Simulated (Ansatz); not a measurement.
# AgCl: how the settings move a single-point run

How sensitive is a single-point run of AgCl to its settings? A reference run comes first, then five runs with altered input. The cell is built on a prototype (zincblende) and needn't be the phase found in nature.

Computed with Ansatz 0.2.0 (reference: DFT, HSE06, plane waves, PAW, unless a step's input says otherwise).

3 further runs of the same task are left out: 1 for a known fault of the program, 2 that didn't finish.

### 1 The structure to begin with

Symmetry: F-43m, No. 216, cubic system. The conventional cell has a = 5.986 Å, b = 5.986 Å, c = 5.986 Å, α = 90.00°, β = 90.00°, γ = 90.00°. Around Ag (site symmetry -43m) lie 4 Cl at 2.59 Å. Cl (site symmetry -43m) has 4 Ag at 2.59 Å as nearest neighbours.

Coordinates:

```xyz
2
Lattice="0.0000 2.9932 2.9932 2.9932 0.0000 2.9932 2.9932 2.9932 0.0000" Properties=species:S:1:pos:R:3 pbc="T T T"
Ag    0.0000    0.0000    0.0000
Cl    1.4966    1.4966    1.4966
```

### 2 Reference

input.yaml reads:

```yaml
crystal:
  lattice:
    - [0.0, 2.9932461729, 2.9932461729]
    - [2.9932461729, 0.0, 2.9932461729]
    - [2.9932461729, 2.9932461729, 0.0]
  atoms:
    - { symbol: Ag, position: [0.0, 0.0, 0.0] }
    - { symbol: Cl, position: [0.25, 0.25, 0.25] }
kpoints:
  mp_grid: { grid: [4, 4, 4] }
hamiltonian:
  xc: hse06
scf:
  occupations: { method: fixed }
  n_extra_bands: 4
output:
  forces: true
  stress: true
  eigenvalues: true
```

Started as:

```sh
ansatz run input.yaml --threads 4 --pin off --max-ram 3686MiB --backend cpu --events-out ev --progress --plain --runs-dir out
```

### 3 Changing settings: mp_grid.grid [6, 6, 6], xc pbe, accuracy low

Edit input.yaml of step 2 so:

```diff
@@ -9,5 +9,5 @@
 kpoints:
-  mp_grid: { grid: [4, 4, 4] }
+  mp_grid: { grid: [6, 6, 6] }
 hamiltonian:
-  xc: hse06
+  xc: pbe
 scf:
@@ -19 +19,2 @@
   eigenvalues: true
+accuracy: low
```

### 4 Changing settings: xc lc_wpbe

Edit input.yaml of step 2 so:

```diff
@@ -11,3 +11,3 @@
 hamiltonian:
-  xc: hse06
+  xc: lc_wpbe
 scf:
```

### 5 Variant: exchange pbe, correlation pbe, coeff 0.3

Edit input.yaml of step 2 so:

```diff
@@ -11,3 +11,3 @@
 hamiltonian:
-  xc: hse06
+  xc: { exchange: pbe, correlation: pbe, exx: { coeff: 0.3 } }
 scf:
```

### 6 Variant: exchange pbe, correlation pbe, coeff 0.5

Edit input.yaml of step 2 so:

```diff
@@ -11,3 +11,3 @@
 hamiltonian:
-  xc: hse06
+  xc: { exchange: pbe, correlation: pbe, exx: { coeff: 0.5 } }
 scf:
```

### 7 Changed: exchange pbe, correlation pbe, coeff 0.1, omega 0.2078

Edit input.yaml of step 2 so:

```diff
@@ -11,3 +11,6 @@
 hamiltonian:
-  xc: hse06
+  xc:
+    exchange: pbe
+    correlation: pbe
+    exx: { coeff: 0.1, omega: 0.2078 }
 scf:
```

Q: Predict the outcome of this session. Wanted: for each run, ending; energy change; pressure; gap; force.

As calculated:

```tsv
run	ending	energy change	pressure (GPa)	gap (eV)	force (eV/Å)	cycles	time
reference	converged	-	1.1	2.72	0.00	11	9.2 s
1: mp_grid.grid [6, 6, 6], xc pbe, accuracy low	converged	not comparable	1.2	1.25	0.00	6	0.86 s
2: xc lc_wpbe	converged	not comparable	0.3	7.97	0.00	12	12 s
3: exchange pbe, correlation pbe, coeff 0.3	converged	not comparable	1.0	3.89	0.00	12	9.1 s
4: exchange pbe, correlation pbe, coeff 0.5	converged	not comparable	1.0	5.71	0.00	17	11 s
5: exchange pbe, correlation pbe, coeff 0.1, omega 0.2078	converged	not comparable	1.2	1.83	0.00	11	8.8 s
```

Residual by cycle in the longest SCF loop of each run; runs are numbered as in the table. The quantity is the density residual dr2, in eV.

```tsv
cycle	reference	run 1	run 2	run 3	run 4	run 5
1	0.0453	1.3e-4	0.0184	0.0482	0.0871	0.0092
2	0.00478	4.8e-5	0.0186	0.0063	0.0193	0.00115
3	0.00136	1.3e-5	0.00492	0.00259	0.00958	1.7e-4
4	1.8e-4	6.5e-7	0.001	3.1e-4	0.00136	3.3e-5
5	5.9e-5	1.4e-8	3.8e-5	1.6e-4	8.2e-4	1.0e-6
6	2.0e-6	3.5e-9	-	3.8e-6	6.7e-5	2.7e-6
7	-	-	-	-	-	5.1e-9
```

Of the variants the dearest is «xc lc_wpbe» (12 s), the cheapest «mp_grid.grid [6, 6, 6], xc pbe, accuracy low» (0.86 s), on a shared host.
